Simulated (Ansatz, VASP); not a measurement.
# TiH2: VASP beside Ansatz

```
Ti H
1.0
     3.22344    0.00000    0.00000
     0.00000    3.22344    0.00000
     0.00000    0.00000    3.95324
Ti H
2 4
Direct
  0.00000 0.00000 0.00000
  0.50000 0.50000 0.50000
  0.50000 0.00000 0.25000
  0.00000 0.50000 0.25000
  0.00000 0.50000 0.75000
  0.50000 0.00000 0.75000
```

Change from the starting cell: uniaxial strain along c, a, b and atoms relaxed: -4.5 %.

Alike in both runs: functional PBEsol; k mesh 12 × 12 × 8; occupations gaussian, width 0.1 eV; no spin polarisation.

Ansatz relaxed the structure, and its values are those at the end. VASP's run is a single point on that final structure, the one shown.

```csv
,VASP,Ansatz
version,VASP 6.6.1,Ansatz 0.2.0
potentials or method,"VASP PAW PBE potentials, release 64 (Ti_sv, H)","scalar-relativistic, plane waves, PAW"
plane-wave cutoff (eV),520,420
valence electrons in the cell,28,28
```

|  | VASP | Ansatz | Ansatz less VASP |
| --- | --- | --- | --- |
| gap on the k mesh at the Fermi level (eV) | none | none | - |
| pressure (GPa) | 1.7 | 1.7 | 0.00 |

A gap of «none» marks a metal or a gap that the smearing closes.

Caveats: the PAW data sets were made with another functional, which shifts forces and pressure a little (VASP).
